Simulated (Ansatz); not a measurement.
Tc:

```
Tc
1.0
     2.74000    0.00000    0.00000
    -1.37000    2.37291    0.00000
     0.00000    0.00000    4.39800
Tc
2
Cartesian
  1.3700 0.7910 3.2985
  0.0000 1.5819 1.0995
```

```yaml
Program: Ansatz 0.2.0
Task: relaxation of cell and atoms
Functional: PBEsol
Dispersion: D4
Potentials_or_basis: Ansatz PAW earlier set
Cutoff: "500 eV (not typed: the program's choice for these potentials)"
k_mesh: 11 × 11 × 6
Occupations: fermi-dirac, width 0.05 eV
Spin: no spin polarisation
```

At the start: volume 14.30 Å³/atom.

Problem. Where does the relaxation end?

Solution. It ends after 4 steps and the volume is 13.84 Å³/atom (-3.2 %); space group P6_3/mmc (No. 194, to 0.05 Å).

Step by step:
```csv
step,energy change (eV),largest force (eV/Å),volume (Å³)
1,0.0000,0.0000,28.59
2,-0.0295,0.0000,27.76
3,-0.0297,0.0000,27.68
4,-0.0297,0.0000,27.68
```

Final structure:
```
CELL_PARAMETERS angstrom
2.71077 0.00000 0.00000
-1.35538 2.34760 0.00000
0.00000 0.00000 4.35025
ATOMIC_POSITIONS crystal
Tc 0.66667 0.33333 0.75000
Tc 0.33333 0.66667 0.25000
```

Caveat: the plane-wave basis is chosen anew once the cell has moved, so the energies of steps on either side of that aren't comparable; pairwise dispersion overbinds metals, which lowers pressure and volume; the PAW data sets come from PBE, with cores solved anew for the run's functional, which leaves a small shift of forces and pressure.
